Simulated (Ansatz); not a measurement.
A run of Ansatz 0.2.0:

File input.yaml:

```yaml
crystal:
  lattice:
    - [0.0, 3.059, 3.059]
    - [3.059, 0.0, 3.059]
    - [3.059, 3.059, 0.0]
  atoms:
    - { symbol: Sb, position: [0.75, 0.75, 0.75] }
    - { symbol: Ga, position: [0.0, 0.0, 0.0] }
hamiltonian:
  xc: pbe
  pseudopotentials: { kind: paw }
kpoints:
  mp_grid: { grid: [8, 8, 8] }
scf:
  occupations: { method: fermi_dirac, width: 0.05 }
output:
  forces: true
  stress: true
relax:
  f_tol: 0.01
  max_steps: 40
  cell: { stress_tol: 0.05 }
```

Potentials or basis: Ansatz PAW.

Command:

```sh
$ ansatz run input.yaml --threads 2 --pin off --max-ram 5120MiB --backend cpu --events-out ev --progress --plain --runs-dir out
```

Hardware: 2 threads of Arm Neoverse V1, on a shared host.

**Question.** How long does it take, and how much memory?

**Answer.** Run time: 8.8 s on 2 threads of Arm Neoverse V1, on a shared host, peak memory 0.36 GiB. Counts: scf iterations 32, plane waves 1211, k points 29, bands 18, ion steps 6.
